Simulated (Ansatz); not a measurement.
From the elastic tensor of ZnS at 5 GPa (stress–strain coefficients) to moduli and sound speeds

All numbers below come from DFT LDA, scalar-relativistic, plane waves, PAW in Ansatz. Cutoff 420 eV, 10×10×10 k-points (Γ-centred), fixed occupations. No spin polarisation.

Symmetry: F-43m, No. 216, cubic system. Conventional cell: a = 5.207 Å, b = 5.207 Å, c = 5.207 Å, α = 90.00°, β = 90.00°, γ = 90.00°. Around Zn (site symmetry -43m) lie 4 S at 2.25 Å. S (site symmetry -43m) has 4 Zn at 2.25 Å as nearest neighbours.

Relaxed-ion constants (GPa, on the Cartesian axes of the calculation):
```
136.4  93.8  93.8   0.0   0.0   0.0
 93.8 136.4  93.8   0.0   0.0   0.0
 93.8  93.8 136.4   0.0   0.0   0.0
  0.0   0.0   0.0  52.0   0.0   0.0
  0.0   0.0   0.0   0.0  52.0   0.0
  0.0   0.0   0.0   0.0   0.0  52.0
```

Density 4.585 g/cm³; 2 atoms in 35.29 Å³.

The values that follow are for a polycrystal of randomly turned grains, by Hill's mean where one number stands. In a crystal this anisotropic the Voigt and Reuss bounds lie far apart, so Hill's mean and the sound speeds and Debye temperature from it are rough.

* Bulk modulus, Voigt / Reuss / Hill: 108.0 / 108.0 / 108.0 GPa
* Shear modulus, Voigt / Reuss / Hill: 39.7 / 33.0 / 36.3 GPa
* Young's modulus: 98 GPa
* Poisson ratio: 0.349
* Pugh ratio B/G: 2.97
* Universal anisotropy index: 1.02
* Longitudinal and transverse sound speeds: 5841 and 2815 m/s
* Debye temperature from the mean sound speed: 362 K

Cost: 1 run of about 1.8 core-minutes, on Arm Neoverse V1 (shared hosts).

The tensor describes a lattice that strongly resists compression but yields easily to shear, above all to tetragonal shear, set by the small difference between 136.4 and 93.8 GPa. In the zinc-blende network this distortion mainly bends the tetrahedral bond angles, whereas the shear governed by 52.0 GPa also stretches bonds, even after the sublattices relax against each other. The crystal is therefore stiffest along the ⟨111⟩ bond directions and most compliant along ⟨100⟩. The partly ionic Zn–S bond weakens the directional sp³ forces that oppose bending, and compression typically softens the tetragonal shear further.

The Pugh ratio of 2.97 reflects these weak angular forces rather than metallic bonding, and is no proof of ductility, which depends on dislocation motion and cleavage. LDA overbinding probably makes the cell somewhat too small and the bulk modulus too high. The positive shear and bulk stiffnesses show stability against small homogeneous strains at this pressure, but don't settle whether zinc blende is favoured over the denser rocksalt phase.
